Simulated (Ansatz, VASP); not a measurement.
This is a calculation of Sb for Ansatz 0.2.0.

Contents of input.yaml:

```yaml
crystal:
  lattice:
    - [2.1542, 1.2437279499, 3.758]
    - [-2.1542, 1.2437279499, 3.758]
    - [0.0, -2.4874558998, 3.758]
  atoms:
    - { symbol: Sb, position: [0.76651, 0.76651, 0.76651] }
    - { symbol: Sb, position: [0.23349, 0.23349, 0.23349] }
hamiltonian:
  xc: rpbe
  pseudopotentials: { kind: paw }
kpoints:
  mp_grid: { grid: [8, 8, 8] }
scf:
  occupations: { method: fermi_dirac, width: 0.05 }
output:
  forces: true
  stress: true
relax:
  f_tol: 0.01
  max_steps: 40
  cell: { stress_tol: 0.05 }
```

Potentials or basis: Ansatz PAW.

The run is started by

```console
$ ansatz run input.yaml --threads 2 --pin off --max-ram 5632MiB --backend cpu --events-out ev --progress --plain --runs-dir out
```

Task: Set up the same calculation for VASP 6.6.1. Potentials there: VASP PAW PBE potentials, release 64 (Sb).

Result: As run (the cutoff follows the program's own potentials):

The input INCAR:

```
ALGO = Normal ; EDIFF = 1E-6
EDIFFG = -0.01 ; ENCUT = 600
GGA = RP ; IBRION = 2
ISIF = 3 ; ISMEAR = -1
LASPH = True ; LCHARG = False
LREAL = False ; LWAVE = False
NELM = 100 ; NSW = 60
PREC = Accurate ; SIGMA = 0.05
```

The input KPOINTS:

```
k-points
0
Gamma
  8 8 8
```

The input POSCAR:

```
Sb
1.0
    2.1542000000      1.2437279499      3.7580000000
   -2.1542000000      1.2437279499      3.7580000000
    0.0000000000     -2.4874558998      3.7580000000
Sb
2
Direct
    0.7665100000      0.7665100000      0.7665100000
    0.2334900000      0.2334900000      0.2334900000
```

Potentials or basis: VASP PAW PBE potentials, release 64 (Sb).

Run with:

```console
$ cat potpaw_PBE.64/Sb/POTCAR > POTCAR
$ mpirun -np 1 vasp_std > vasp.out
```

Both were run:

|  | VASP | Ansatz | Ansatz less VASP |
| --- | --- | --- | --- |
| relaxed volume (Å³/atom) | 33.28 | 33.46 | +0.184 |
| relaxed cell length with the largest relative difference (Å) | 4.712 | 4.733 | +0.0206 |
| energy change over the relaxation (meV/atom) | -30 | -32 | -1.6 |

The two sets of potentials don't hold the same shells in valence.

Caveats: the PAW data sets were made with another functional, which shifts forces and pressure a little (VASP); the volume moved by +10 % from the deposited cell, more than functionals usually miss (VASP); the plane-wave basis is chosen anew once the cell has moved, so the energies of steps on either side of that aren't comparable (Ansatz); the volume moved by +11 % from the deposited cell, more than functionals usually miss (Ansatz); the PAW data sets come from PBE, with cores solved anew for the run's functional, which leaves a small shift of forces and pressure (Ansatz). Spin-orbit coupling is left out, which matters for the levels of Sb. RPBE and its kin give volumes clearly too large for solids.
